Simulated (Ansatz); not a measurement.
**CaS: vacancy migration on the Ca sublattice**

Theory: Ansatz, DFT PBEsol, scalar-relativistic, plane waves, PAW. The runs took a 420 eV cutoff, a Γ-centred 4×4×4 mesh and Gaussian smearing (0.05 eV). No spin polarisation.

The perfect supercell:

```xyz
16
Lattice="0.0000 5.6344 -5.6344 5.6344 5.6344 0.0000 5.6344 0.0000 -5.6344" Properties=species:S:1:pos:R:3 pbc="T T T"
Ca    2.8172    0.0000   -2.8172
Ca    5.6344    2.8172   -2.8172
Ca    2.8172    2.8172   -5.6344
Ca    5.6344    5.6344   -5.6344
Ca    0.0000    0.0000    0.0000
Ca    2.8172    2.8172    0.0000
Ca    0.0000    2.8172   -2.8172
Ca    2.8172    5.6344   -2.8172
S     5.6344    5.6344   -2.8172
S     2.8172    2.8172   -2.8172
S     5.6344    8.4516   -5.6344
S     2.8172    5.6344   -5.6344
S     8.4516    5.6344   -5.6344
S     5.6344    2.8172   -5.6344
S     8.4516    8.4516   -8.4516
S     5.6344    5.6344   -8.4516
```

Atom 1 (Ca) is removed, leaving a vacancy of charge -2 (uniform background), and atom 2 jumps 3.98 Å into it. The vacancy and the half-way point are each relaxed at fixed cell, keeping their symmetry. The supercell is small, and one in 8 of its Ca atoms is missing. It repeats after two jumps, so the jumping atom has a vacancy on both sides, which can shift the barrier from that beside a lone vacancy.

Question: How high does the half-way point lie?

Answer: 2.10 eV above the relaxed vacancy, with the jumping atom 0.00 Å off the straight line, where the cell's symmetry pins it, so a bent path, which could be lower, wasn't tried. This is the barrier if that point is a first-order saddle, which wasn't checked.

Cost: 2 runs of about 4.9 core-minutes in all, on Arm Neoverse V1 (shared hosts).